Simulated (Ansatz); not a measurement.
# BaTiO3 (P1) in Ansatz: further runs

One crystal, BaTiO3, is run at these levels: PBEsol, BLYP, PBE; tasks: relaxation of cell and atoms, single point.

All numbers are computed with Ansatz 0.2.0; they aren't measurements. Logs are shortened: lines on timing, memory, paths and dates and some standing lists are left out, and cuts for length are marked.

## Step 1: Starting point

The typed cell holds 10 atoms: a = 6.106 Å, b = 5.370 Å, c = 6.060 Å, α = 78.35°, β = 124.86°, γ = 127.36°.

## Step 2: Relaxation of cell and atoms, PBEsol

Contents of input.yaml:

```yaml
crystal:
  lattice:
    - [4.53387605, -2.93796388, -2.84448813]
    - [-4.17915424, -2.17324007, 2.57872365]
    - [-4.67623927, 2.67137974, -2.77803116]
  atoms:
    - { symbol: Ba, position: [0.99294384, 0.49864198, 0.49912084] }
    - { symbol: Ba, position: [0.99811969, 0.99663923, 0.000137] }
    - { symbol: Ti, position: [0.49526869, 0.25090263, 0.73929018] }
    - { symbol: Ti, position: [0.49332958, 0.75157672, 0.24081355] }
    - { symbol: O, position: [0.5108239, 0.50216355, 0.01062875] }
    - { symbol: O, position: [0.51040972, 0.0023124, 0.5087025] }
    - { symbol: O, position: [0.49548448, 0.49573515, 0.49912776] }
    - { symbol: O, position: [0.49557131, 0.99266336, 0.99920158] }
    - { symbol: O, position: [0.01119185, 0.00686691, 0.50886708] }
    - { symbol: O, position: [0.00441694, 0.50249807, 0.00167076] }
hamiltonian:
  xc: pbesol
  pseudopotentials: { kind: paw }
kpoints:
  mp_grid: { grid: [7, 7, 6] }
scf:
  occupations: { method: fermi_dirac, width: 0.05 }
output:
  forces: true
  stress: true
  eigenvalues: true
relax:
  f_tol: 0.01
  max_steps: 40
  cell: { stress_tol: 0.05 }
```

Potentials or basis: Ansatz PAW.

Launch:

```bash
$ ansatz run input.yaml --threads 4 --pin off --max-ram 11264MiB --backend cpu --events-out ev --progress --plain --runs-dir out
```

The program printed:

```text
Warning: RAYON_NUM_THREADS=4 ignored (pool sized by the plan → 4); use --threads N
Engine: ansatz 0.2.0, x86_64-unknown-linux-gnu
Pseudopotentials: kind: paw
Pseudopotential: Ba, paw, valence charge 10, recommended cutoff 420 eV (normal), Ba.paw.azcp
Pseudopotential: Ti, paw, valence charge 12, recommended cutoff 420 eV (normal), Ti.paw.azcp
Pseudopotential: O, paw, valence charge 6, recommended cutoff 420 eV (normal), O.paw.azcp
Functional definition: PBEsol
  exchange = pbesol_x
  correlation = pbesol_c
Crystal: 10 atoms, lattice volume = 126.341 Å³
Basis set: ecut = 420 eV, 2467 PW (Γ), exchange–correlation on 90×72×90 points (8 copies of the dense FFT grid, shifted against one another)
Bands: 50, of which v1, the nominal top of the filled ones, is band 40 counted from 1 (39 counted from 0)
Symmetry: 1 space group operations
Space group: P1 (ITA 1), of the structure as read, at distance tolerance 5.0e-5 Å
k-points: 148 of 294 (time reversal used)
Non-local potential: Ba, projectors of the file, l = 0: 3, l = 1: 2, l = 2: 2, l = 3: 2
Non-local potential: Ti, projectors of the file, l = 0: 3, l = 1: 2, l = 2: 3, l = 3: 1
Non-local potential: O, projectors of the file, l = 0: 2, l = 1: 2, l = 2: 1
PAW form: soft (Blöchl's): semilocal exchange-correlation on the pseudo side does not see the compensation charge
PAW frozen core: Ba, regenerated for the run's functional, and the local potential with it (the file was generated under x = pbe(κ = 0.804, μ = 0.2195149727645171), c = pbe(β = 0.06672455060314922))
PAW frozen core: Ti, regenerated for the run's functional, and the local potential with it (the file was generated under x = pbe(κ = 0.804, μ = 0.2195149727645171), c = pbe(β = 0.06672455060314922))
PAW frozen core: O, regenerated for the run's functional, and the local potential with it (the file was generated under x = pbe(κ = 0.804, μ = 0.2195149727645171), c = pbe(β = 0.06672455060314922))
PAW one-centre angular grid: Ba, 194 points (default); XC on 64 Gauss nodes
PAW one-centre angular grid: Ti, 590 points (default); XC on 64 Gauss nodes
PAW one-centre angular grid: O, 110 points (default); XC on 64 Gauss nodes
Initial density: superposition of atomic densities (neutral atoms: chi_scale 0, normalization atom), corrected by the library's trained network
[... 216 lines left out ...]
  E_paw        = -13234.307439  (= ΣΔE_a)
  E_vpaw       = -620.309120  (= ΣTr[D̂ρ^β])
  E_aug_tail   = 0.014658  (compensation charges beyond the density's cutoff)
  E_ewald      = -5645.459433
  E_core_change = 0.793362  (= ΣΔE_core)
  E_smearing   = -0.000000  (= −TS)
  E_closure    = 0.000000  (closes the sum)
  Σ components = -20054.967848   (vs F -20054.967848, Δ=0.00e0)
--- Forces (eV/Å), atoms counted from 1 ---
  atom   1  Ba    -0.00003619    -0.00016567     0.00054254
  atom   2  Ba    -0.00010709    -0.00019063     0.00045867
  atom   3  Ti    -0.00264657    -0.00050080    -0.00290694
  atom   4  Ti    -0.00246931    -0.00030166    -0.00210607
  atom   5  O      0.00206536     0.00005552     0.00023030
  atom   6  O      0.00176395    -0.00006122     0.00011280
  atom   7  O      0.00039268    -0.00019894     0.00066468
  atom   8  O      0.00042674    -0.00028721     0.00080988
  atom   9  O      0.00022973     0.00071653     0.00096434
  atom  10  O      0.00038070     0.00093406     0.00122984
  max |Σ_I F_I| component: 3.69e-8 eV/Å
--- Stress (GPa, compression-positive) ---
       -0.014315      -0.000288      -0.001939
       -0.000288       0.018557      -0.018658
       -0.001939      -0.018658       0.018721
  P = ⅓ Tr σ = 0.0077 GPa (0.077 kbar)
--- Band table (eV; the first three rows and the last of 148) ---
  k-point 0: bands = ["-45.6909", "-45.6880", "-22.1260", "-22.1241", "-22.1165", "-22.0764", "-22.0740", "-22.0666", "-14.2856", "-13.9983", "-6.4755", "-5.7998", "-5.7969", "-5.5688", "-5.5565", "-5.5514", "-0.2558", "-0.2511", "-0.2401", "0.5161", "0.5175", "0.5203", "5.8447", "6.5497", "6.5533", "7.9324", "7.9373", "7.9755", "8.0504", "8.0519", "8.0544", "8.9254", "8.9287", "9.1319", "9.8165", "9.9434", "9.9455", "10.2353", "10.2439", "10.2596", "12.5671", "12.5846", "12.7262", "14.6742", "14.7983", "14.8043", "14.8179", "14.8199", "15.3303", "15.3485"]
  k-point 1: bands = ["-45.6907", "-45.6882", "-22.1228", "-22.1208", "-22.1134", "-22.0798", "-22.0774", "-22.0703", "-14.2606", "-14.0134", "-6.4755", "-5.7934", "-5.7904", "-5.7043", "-5.5840", "-5.5793", "-0.1571", "-0.1528", "0.0076", "0.5222", "0.5237", "0.6487", "6.0113", "6.6459", "6.6493", "7.7022", "7.7757", "7.9076", "7.9125", "7.9625", "7.9637", "8.6347", "8.6371", "9.1995", "9.4169", "9.8267", "9.8300", "10.0498", "10.0586", "10.1732", "12.7895", "12.7994", "12.8676", "14.5670", "14.6666", "14.6722", "15.1005", "15.1021", "15.7237", "15.7410"]
  k-point 2: bands = ["-45.6902", "-45.6888", "-22.1138", "-22.1118", "-22.1048", "-22.0890", "-22.0867", "-22.0801", "-14.1974", "-14.0565", "-6.4337", "-6.0028", "-5.7691", "-5.7656", "-5.6493", "-5.6449", "0.0849", "0.0891", "0.4909", "0.4917", "0.5550", "0.9078", "6.3825", "6.9110", "6.9144", "7.1267", "7.3189", "7.6746", "7.6775", "7.8645", "7.8697", "8.1744", "8.1780", "8.5540", "9.3897", "9.6038", "9.6110", "9.7092", "9.7189", "9.9508", "13.2613", "13.2626", "13.2760", "14.2639", "14.3042", "14.3088", "15.7879", "15.7955", "16.6742", "16.6888"]
  k-point 147: bands = ["-45.6902", "-45.6888", "-22.1238", "-22.1134", "-22.1056", "-22.0912", "-22.0850", "-22.0675", "-14.1881", "-14.0576", "-6.5183", "-6.0620", "-5.7701", "-5.6989", "-5.6594", "-5.6426", "0.1412", "0.2623", "0.5364", "0.5628", "0.6610", "0.8308", "6.1551", "6.7458", "6.9115", "6.9701", "7.3795", "7.4363", "7.7932", "7.8403", "8.0113", "8.0468", "8.3154", "8.7766", "9.0591", "9.5090", "9.5341", "9.6443", "9.6995", "10.0292", "12.9563", "13.4559", "13.5762", "14.0619", "14.3272", "14.4840", "15.1571", "16.3292", "16.5928", "16.7363"]
--- Relaxed structure (12 steps of the walk, 11 accepted, 3 SCFs on fresh bases) ---
  F+E_penalty+E_count = -20054.96784778 eV   max|allowed force component| = 2.907e-3 eV/Å   (the final SCF, on the basis selected at the relaxed cell)
  cell:  # Å, volume = 126.9368 Å³
    - [3.987555486606833, -2.8170422921849863, -2.8175234180792263]
    - [-3.9863777098189357, -2.8156678528762145, 2.8148131271978416]
    - [-3.997414294146101, 2.8131643435427343, -2.8278447221370406]
  atoms:
    - { symbol: Ba, position: [0.9944968580088306, 0.49660079379447014, 0.49145927012132845] }
    - { symbol: Ba, position: [0.9944945397039551, 0.99659921181746, -0.008543804705373734] }
    - { symbol: Ti, position: [0.48332623330216734, 0.24068512616645535, 0.724834620724298] }
    - { symbol: Ti, position: [0.4833354927532725, 0.7406891423917532, 0.2248420459902581] }
    - { symbol: O, position: [0.5064106134382202, 0.5063138878659695, 0.012534706056091124] }
    - { symbol: O, position: [0.5064036960816449, 0.006309039944172345, 0.5125310252470631] }
    - { symbol: O, position: [0.5066519632571761, 0.5001917792496094, 0.5124463998127855] }
    - { symbol: O, position: [0.5066544479553885, 1.0001945109722459, 1.0124486090033495] }
    - { symbol: O, position: [0.01288873891214351, 0.006205651094082098, 0.512500732435601] }
    - { symbol: O, position: [0.012897416587202032, 0.5062108567037823, 0.012506395314599461] }
```

Wall time 4 min (4 threads of Intel Xeon Platinum 8488C (Sapphire Rapids), shared host); peak memory 1.1 GiB.

Results:

* Free energy: -20054.9678 eV
* Relaxed volume: 12.69 Å³/atom
* Relaxed cell: a = 5.637 Å, b = 5.634 Å, c = 5.647 Å, α = 89.90°, β = 119.96°, γ = 120.03°
* Space group after relaxing (to 0.05 Å): R3m (No. 160)
* Energy gained by relaxing: 309.3 meV/atom
* Ionic steps: 14
* Pressure after relaxing: 0.0 GPa
* Largest force after relaxing: 0.004 eV/Å
* Band gap on the k mesh: 2.31 eV

Forces on the atoms (eV/Å):
```
Ba   0.000  0.000  0.001
Ba   0.000  0.000  0.000
Ti  -0.003 -0.001 -0.003
Ti  -0.002  0.000 -0.002
O    0.002  0.000  0.000
O    0.002  0.000  0.000
O    0.000  0.000  0.001
O    0.000  0.000  0.001
O    0.000  0.001  0.001
O    0.000  0.001  0.001
```

The path:
```
step  energy change (eV)  largest force (eV/Å)  volume (Å³)
   1              0.0000                0.9800       126.34
   2             -1.4470                0.5775       128.19
   3             -2.5571                0.3368       125.74
   4             -2.9114                0.1517       125.50
   5             -2.9342                0.0436       126.00
   6             -2.9351                0.0132       126.29
   7             -2.9358                0.0035       126.16
   8             -3.0711                0.0057       126.16
   9             -3.0875                0.0279       126.87
  10             -3.0886                0.0120       126.88
  11             -3.0888                0.0010       126.89
  12             -3.0930                0.0011       126.89
  13             -3.0931                0.0039       126.94
  14             -3.0934                0.0040       126.94
```

Final structure:
```
CELL_PARAMETERS angstrom
3.98756 -2.81704 -2.81752
-3.98638 -2.81567 2.81481
-3.99741 2.81316 -2.82784
ATOMIC_POSITIONS crystal
Ba 0.99450 0.49660 0.49146
Ba 0.99449 0.99660 0.99146
Ti 0.48333 0.24069 0.72483
Ti 0.48334 0.74069 0.22484
O 0.50641 0.50631 0.01253
O 0.50640 0.00631 0.51253
O 0.50665 0.50019 0.51245
O 0.50665 0.00019 0.01245
O 0.01289 0.00621 0.51250
O 0.01290 0.50621 0.01251
```

Caveat: odd divisions of the mesh miss points on the zone boundary, where band edges often lie, so the gap on the mesh can be too wide; the plane-wave basis is chosen anew once the cell has moved, so the energies of steps on either side of that aren't comparable; the pressure holds a Pulay correction of +0.6 GPa for the finite cutoff; spin-orbit coupling is left out, which moves the levels of the heavy elements; the PAW data sets come from PBE, with cores solved anew for the run's functional, which leaves a small shift of forces and pressure. Zero-point motion and thermal expansion aren't in these numbers.

[end of part 1 of 2]
